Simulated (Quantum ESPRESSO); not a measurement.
**C under changes of volume**

One of the cells (31.524 Å³/atom); the others are scaled copies at fixed shape and fractional positions:

```
C
1.0
     2.45623    0.00000    0.00000
    -1.22811    2.12716    0.00000
     0.00000    0.00000   24.13396
C
4
Direct
  0.66667 0.33333 0.57048
  0.33333 0.66667 0.42952
  0.00000 0.00000 0.42953
  0.00000 0.00000 0.57047
```

```yaml
Program: Quantum ESPRESSO 7.5
Functional: LDA
Potentials_or_basis: GBRV 1.5 LDA
Cutoff: 612 eV
Density_cutoff: 4898 eV
k_mesh: 12 × 12 × 2
Occupations: fermi-dirac, width 0.05 eV
Spin: no spin polarisation
```

```tsv
volume (Å³/atom)	energy over the lowest point (meV/atom)	largest force (eV/Å)
29.632	?	?
30.263	5.15	0.019
30.893	0.00	0.021
31.524	1.36	0.022
32.154	8.73	0.024
32.785	21.54	0.025
33.415	39.33	0.026
```

Problem. What does the run at 29.632 Å³/atom give?

Solution. Energy over the lowest point 17.51 meV/atom; largest force 0.017 eV/Å.

Worked out: A Birch-Murnaghan fit of order 3 (a polynomial in V^(-2/3)) to the other rows has its minimum at 31.07 Å³/atom with B0 = V·E''(V) = 80 GPa and B' = 3.5 at fixed shape and positions, which overstates the stiffness. It gives 17.49 meV/atom at 29.632 Å³/atom, against the run's 17.51.

Energies are extrapolated to zero smearing.
